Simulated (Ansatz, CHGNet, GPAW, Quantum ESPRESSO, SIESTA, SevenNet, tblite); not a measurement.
**Cu3Au-type CuAu3, size series (48 atoms): one structure in several programs**

How near do other programs and methods come to a plane-wave reference for Cu3Au-type CuAu3, size series (48 atoms)? A plane-wave run serves as the reference.

Method: Kohn-Sham DFT, PBE, PAW, plane waves, in Ansatz 0.2.0.

In doubt: a PseudoDojo file used here is known to give poor structures and forces (SIESTA), which bears on pressures, cells, forces and phonons.

## 1. The starting structure

The cell holds 48 atoms: 12 Cu and 36 Au. Cell: a = 7.960 Å, b = 7.960 Å, c = 11.940 Å, α = 90.0°, β = 90.0°, γ = 90.0°. It derives from CuAu3 (Cu3Au-type), repeated 2×2×3. Cu3Au-type CuAu3 (cell 3.98, 3.98, 3.98, 90, 90, 90), 2 x 2 x 3 conventional cells; every coordinate displaced by a Gaussian of 0.08 Å. Then every atom was moved at random, 0.05 Å r.m.s. a Cartesian component.

## 2. Plane-wave reference

The PAW files are the set soft_2.

File input.yaml:

```yaml
crystal:
  lattice:
    - [7.96, 0.0, 0.0]
    - [0.0, 7.96, 0.0]
    - [0.0, 0.0, 11.94]
  atoms:
    - { symbol: Cu, position: [0.02112, 0.0015, 0.00849] }
    - { symbol: Au, position: [0.01713, 0.26668, 0.15585] }
    - { symbol: Au, position: [0.24612, 0.01883, 0.17378] }
    - { symbol: Au, position: [0.25677, 0.25366, 0.99985] }
    [... 38 atom lines left out ...]
    - { symbol: Au, position: [0.73995, 0.51165, 0.49315] }
    - { symbol: Au, position: [0.75932, 0.77664, 0.34998] }
    - { symbol: Cu, position: [0.48686, 0.47974, 0.67573] }
    - { symbol: Au, position: [0.50884, 0.72863, 0.83286] }
    - { symbol: Au, position: [0.76955, 0.49333, 0.8536] }
    - { symbol: Au, position: [0.75012, 0.74248, 0.67403] }
kpoints:
  mp_grid: { grid: [1, 1, 1] }
hamiltonian:
  xc: pbe
scf:
  occupations: { method: fermi_dirac, width: 0.05 }
output:
  forces: true
  eigenvalues: true
  populations: true
  stress: true
```

Launch:

```sh
ansatz run input.yaml --threads 4 --pin off --max-ram 8192MiB --backend cpu --events-out ev --progress --plain --runs-dir out
```

Log:

```text
[...]
Pseudopotentials: kind: paw
Pseudopotential: Cu, paw, valence charge 19, recommended cutoff 420 eV (normal), Cu.paw.azcp
Pseudopotential: Au, paw, valence charge 19, recommended cutoff 420 eV (normal), Au.paw.azcp
[... 5 lines on functional and potentials left out ...]
Crystal: 48 atoms, lattice volume = 756.538 Å³
Basis set: ecut = 420 eV, 14743 PW (Γ), exchange–correlation on 108×108×160 points (8 copies of the dense FFT grid, shifted against one another)
Bands: 548, of which v1, the nominal top of the filled ones, is band 456 counted from 1 (455 counted from 0)
Symmetry: 1 space group operations
Space group: P1 (ITA 1), of the structure as read, at distance tolerance 9.1e-5 Å
k-points: 1
[... 5 lines on functional and potentials left out ...]
Initial density: superposition of atomic densities (neutral atoms: chi_scale 0, normalization atom), corrected by the library's trained network
Initial wavefunctions: pseudopotential atomic-orbital guess
[...]
SCF iter   1: F=—  HF=-552871.185287 eV  |F-HF|=—  |Δ(HF+E_count)|=         —  Δρ=9.37e-3  dr2=6.11e-1  ethr=1.77e-3  ⟨swp⟩=5.0  Hψ=1859  notcnv=0  defer=51
preconditioner: auto → Kerker (q_TF=auto, 2.815 Å⁻¹)  [metal: Δε(μ)=0.030 eV  Ē_g=10.324 eV  σ=0.050 eV  W_gap=0.15  n_scr=286 (ndim 8)  ℏωp=31.0 eV  f_vac=0.000  D(μ)=41.05/eV (n_scr^D=374)]
[...]
SCF iter  10: F=—  HF=-552871.047073 eV  |F-HF|=—  |Δ(HF+E_count)|=   2.50e-7  Δρ=3.86e-6  dr2=3.12e-7  ethr=2.21e-10  ⟨swp⟩=2.0  Hψ=878  notcnv=0  defer=76
SCF iter  11: F=-552871.047073 eV  HF=-552871.047073 eV  |F-HF|=6.51e-8  |Δ(HF+E_count)|=   3.25e-8  Δρ=2.14e-6  dr2=7.21e-8  ethr=1.10e-11  ⟨swp⟩=10.0  Hψ=2581  notcnv=0
SCF 1 converged in 11 iterations: F = -552871.047073 eV  dr2 = 7.21e-8
[...]
SCF converged after 11 iterations
Free energy (F): -552871.047073 eV
Harris-Foulkes:  -552871.047073 eV  (|F-HF|=6.51e-8)
Internal energy: -552870.710718 eV  (E = F + TS)
E sigma→0 (E₀):  -552870.878895 eV
Entropy (-TS):   -0.336354 eV (-7.007 meV/atom)
Fermi energy:    19.561345 eV
--- Per-component energies (eV) ---
[...]
Σ components = -552871.047073   (vs F -552871.047073, Δ=0.00e0)
--- Forces (eV/Å), atoms counted from 1 ---
  atom   1  Cu    -0.28134189     0.32556325    -0.40313546
  atom   2  Au    -1.51831605     0.18123961     0.58104291
  atom   3  Au     0.39273009    -2.10974384    -0.46727097
  atom   4  Au    -0.13806250     0.00769186    -1.29750227
[...]
atom  48  Au     0.34838378    -0.25050997    -0.65382010
  max |Σ_I F_I| component: 2.87e-5 eV/Å
--- Stress (GPa, compression-positive) ---
       13.676871      -0.457883      -0.139464
       -0.457883      13.337710       0.242039
       -0.139464       0.242039      12.001513
  P = ⅓ Tr σ = 13.0054 GPa (130.054 kbar)
--- Band table (eV) ---
  k-point 0: bands = ["-92.1644", "-92.1273", "-92.1147", "-92.0963", [... 532 levels ...], "29.8222", "29.8836", "30.0774", "30.1002", "30.1650", "30.4834", "30.5127", "30.5463", "30.5953", "30.6593", "30.7013", "30.7497"]
--- Löwdin populations: 48 sites ---
  site symbol       q [e]
     0     Cu     18.7641
     1     Au     18.7452
     2     Au     18.7548
[...]
47     Au     18.8778
  spilling = 0.010997 (of n_electrons = 912.000000)
```

Elapsed: 19 s, on 4 threads of Arm Neoverse V1, shared host; peak memory 1.4 GiB; 71 s of CPU time.

The column dr2 measures how far the density is from self-consistency, as an energy; F and HF (Harris–Foulkes) agree once it is small.

Read from the output:

```
free energy                             : -552871.0471 eV
free energy per atom                    : -11518.1468 eV/atom
SCF cycles                              : 11
pressure                                : 13.01 GPa
r.m.s. force component                  : 1.054 eV/Å
longest force                           : 4.5 eV/Å
Fermi energy                            : 19.56 eV
levels partly filled by over 2 per cent : 6
spilling of the projection              : 0.011
```

Length of the force by element:

| element | coordination | atoms | mean length of the force (eV/Å) | spread | least | most |
| --- | --- | --- | --- | --- | --- | --- |
| Au | all | 36 | 1.76 | 0.988 | 0.696 | 4.50 |
| Cu | all | 12 | 0.957 | 0.387 | 0.445 | 1.86 |

The levels nearest the highest filled one (over half full), pooled over k-points and spins:

| level less the highest filled one (eV) | occupation |
| --- | --- |
| -0.265 | 1.99 |
| -0.223 | 1.99 |
| -0.138 | 1.92 |
| -0.0757 | 1.74 |
| -0.0179 | 1.36 |
| 0 | 1.2 |
| 0.0251 | 0.952 |
| 0.0383 | 0.822 |
| 0.272 | 0.013 |
| 0.312 | 0.006 |
| 0.335 | 0.004 |
| 1.33 | 0 |

The run ends at a pressure of 13.01 GPa, with forces up to 4.5 eV/Å.

## 3. What was run beside it

The programs:
- CHGNet: machine-learned potential, published weights.
- GPAW 26.7.0: PAW with atomic orbitals (LCAO), plane waves or a real-space grid of spacing h.
- Quantum ESPRESSO 7.5: plane waves; labels (QE) give functional, pseudopotential set and cutoffs of waves/density.
- SIESTA 5.4.2: numerical atomic orbitals, whose automatically made sets are far from complete, with PseudoDojo norm-conserving potentials that we converted to its format (checked against plane waves on the same files for H, C, O, Si, Ge and Ca alone); labels give functional, basis size, energy shift and mesh cutoff.
- SevenNet: machine-learned potential, published weights.

All use the same cell and atoms; the electronic-structure runs use the same k-mesh, and an electronic temperature of 580 K (0.05 eV) where levels are smeared.

Differences are against the plane-wave reference, forces as r.m.s. over components; share is that over the reference's r.m.s. force, slope the least-squares factor from reference forces to these. Total energies of different programs have different zeros and aren't compared.

| run | Δ force, r.m.s. (meV/Å) | share (%) | slope | Δ pressure (GPa) | cores | CPU time | memory (GiB) |
| --- | --- | --- | --- | --- | --- | --- | --- |
| reference | - | - | - | - | 4 | 71 s | 1.4 |
| CHGNet 0.3.0 potential | 209 | 19.9 | 0.827 | 2.48 | 1 | 3.9 s | 0.99 |
| CHGNet r2SCAN potential | 491 | 46.6 | 0.542 | -3.71 | 1 | 4.8 s | 0.99 |
| GPAW PBE, LCAO dzp, h 0.2 Å | 218 | 20.7 | 1.195 | - | 1 | 2.8 min | 1.1 |
| GPAW PBE, LCAO dzp, h 0.2 Å, other mixer settings | 219 | 20.8 | 1.196 | - | 1 | 2.8 min | 1.1 |
| GPAW PBE, LCAO sz(dzp), h 0.2 Å (coarse) | 295 | 28.0 | 1.200 | - | 1 | 47 s | 0.98 |
| GPAW revPBE, LCAO dzp, h 0.2 Å | 236 | 22.4 | 1.212 | - | 1 | 2.8 min | 1.1 |
| QE PBE, sssp-1.3.0-efficiency, 20/160 Ry (coarse) | 525 | 49.8 | 1.300 | -735 | 2 | 3.3 min | 0.56 |
| QE PBE, sssp-1.3.0-efficiency, 60/480 Ry | 7.30 | 0.693 | 0.994 | -0.770 | 4 | 11 min | 2.7 |
| SIESTA PBE, DZP, shift 0.01 Ry, mesh 200 Ry | 191 | 18.1 | 1.175 | -1.64 | 2 | 1.8 min | 0.67 |
| SIESTA PBE, DZP, shift 0.01 Ry, mesh 500 Ry | 192 | 18.2 | 1.176 | -1.68 | 2 | 4.7 min | 1.3 |
| SIESTA PBE, SZP, shift 0.01 Ry, mesh 500 Ry (coarse) | 119 | 11.3 | 1.100 | -10.9 | 2 | 3.8 min | 1.2 |
| SIESTA PBE, TZP, shift 0.01 Ry, mesh 500 Ry | 162 | 15.4 | 1.145 | -2.81 | 4 | 6.7 min | 1.9 |
| SevenNet 0 potential | 138 | 13.1 | 0.956 | 1.89 | 1 | 8.1 s | 0.73 |

Rows marked coarse were listed beforehand as settings not expected to be converged; some can still land near the reference.

Times of the machine-learned potentials are mostly Python's start and the loading of weights.

CPU time is summed over cores on a shared host, where runs went side by side, so it is rough. Symmetry, cutoffs, thresholds, outputs and thread counts weren't matched or tuned between programs; memory under MPI is the largest rank's times the ranks.

Mean charges by element (e), by run and scheme:

| run | scheme | Cu | Au |
| --- | --- | --- | --- |
| SIESTA PBE, DZP, shift 0.01 Ry, mesh 200 Ry | Hirshfeld | +0.09 | -0.03 |
| SIESTA PBE, DZP, shift 0.01 Ry, mesh 500 Ry | Hirshfeld | +0.09 | -0.03 |
| SIESTA PBE, TZP, shift 0.01 Ry, mesh 500 Ry | Hirshfeld | +0.09 | -0.03 |

Within one program, basis, potentials and functional, energies share a zero. Each run against its twin at the usual cutoff or grid and solver:

| run | twin | Δ energy (meV/atom) | Δ force, r.m.s. (meV/Å) | CPU time over the twin's |
| --- | --- | --- | --- | --- |
| GPAW PBE, LCAO dzp, h 0.2 Å, other mixer settings | LCAO dzp, h 0.2 Å | -9.0e-4 | 3.65 | 1.0 |
| QE PBE, sssp-1.3.0-efficiency, 20/160 Ry | sssp-1.3.0-efficiency, 60/480 Ry | 21441 | 530 | 0.30 (this twin ran on 4 cores) |
| SIESTA PBE, DZP, shift 0.01 Ry, mesh 200 Ry | DZP, shift 0.01 Ry, mesh 500 Ry | -2.10 | 7.59 | 0.38 |

## 4. Results

- reference r.m.s. force component: 1.05 eV/Å
- nearest in forces: QE PBE, sssp-1.3.0-efficiency, 60/480 Ry, 0.69 %
- farthest in forces: QE PBE, sssp-1.3.0-efficiency, 20/160 Ry (coarse), 50 %
- cheapest electronic-structure run beside the reference: GPAW PBE, LCAO sz(dzp), h 0.2 Å, 47 s of CPU time

In words: PBE on plane waves or a grid with other potentials, cutoffs or grids, coarse settings apart, differs from the reference by 0.69 % (QE PBE, sssp-1.3.0-efficiency, 60/480 Ry) of the r.m.s. force; this holds the reference's own error, so differences of a few per cent don't tell which side is nearer the exact PBE result (QE's 60 Ry are 816 eV, against the reference's 420 eV). The PBE runs in local orbitals, coarse settings apart, differ by 15 % (SIESTA PBE, TZP, shift 0.01 Ry, mesh 500 Ry) to 21 % (GPAW PBE, LCAO dzp, h 0.2 Å, other mixer settings); basis, grid and potentials can all enter. Machine-learned potentials differ by 13 % (SevenNet 0 potential) to 47 % (CHGNet r2SCAN potential); they were trained on other programs' data, some at another functional. Among those trained on PBE data the slope goes as low as 0.83, which softening far from their training structures can give, though the reference's k-sampling is untested too. Rows with another functional or a dispersion term differ by 22 % (GPAW revPBE, LCAO dzp, h 0.2 Å), which mixes the change of model with differences of basis and potentials. Runs with settings chosen to be coarse differ by 11 % (SIESTA PBE, SZP, shift 0.01 Ry, mesh 500 Ry) to 50 % (QE PBE, sssp-1.3.0-efficiency, 20/160 Ry), their programs' other errors included. None of the electronic-structure runs in the table takes under half the reference's CPU time of 71 s; they take 0.67 to 9.3 times as much. SIESTA PBE, SZP, shift 0.01 Ry, mesh 500 Ry lies nearer than a larger basis of the same program, likely by a cancellation of errors. GPAW PBE, LCAO sz(dzp), h 0.2 Å stiffens the forces by a factor of 1.20 while following their directions (correlation 0.987); the slopes of the 4 GPAW runs lie between 1.20 and 1.21. In pressure, QE PBE, sssp-1.3.0-efficiency, 20/160 Ry misses by -735.2 GPa, at the same functional; a cutoff this low leaves a large Pulay stress. The mean charges agree among these rows within 0.01 e. In the reference: 6 levels are partly filled, by over 2 % (at Γ alone), as in a metal. The potentials hold different valence shells: 912 electrons in the reference, 528 in GPAW and 816 in Quantum ESPRESSO with SSSP; this bears on time and differences. A potential file of the SIESTA runs is in doubt, which bears on their forces and pressure. Machine-learned potentials mimic data converged in k, so the reference's own k-point error enters their differences. The reference's pressure of 13 GPa says that the cell would expand at this level of theory. The electronic-structure runs sample only Γ, in a cell whose shortest periodic width is 8 Å, which is coarse for a cell with partly filled levels. Spin–orbit coupling is left out, which matters for the levels of the heavy elements.

[Also dropped from logs without a mark: logging warnings of Python, and SIESTA's first energy breakdown and zero terms.]

[Logs are printed without paths, hosts, clocks, repeated set-up lines and the standing remarks that a program may print on its own settings, such as how far it seeks lower states.]

[Hosts, paths, dates, database ids (printed as entryN), source tags and the programs' standing remarks are cut or masked in the printed files.]
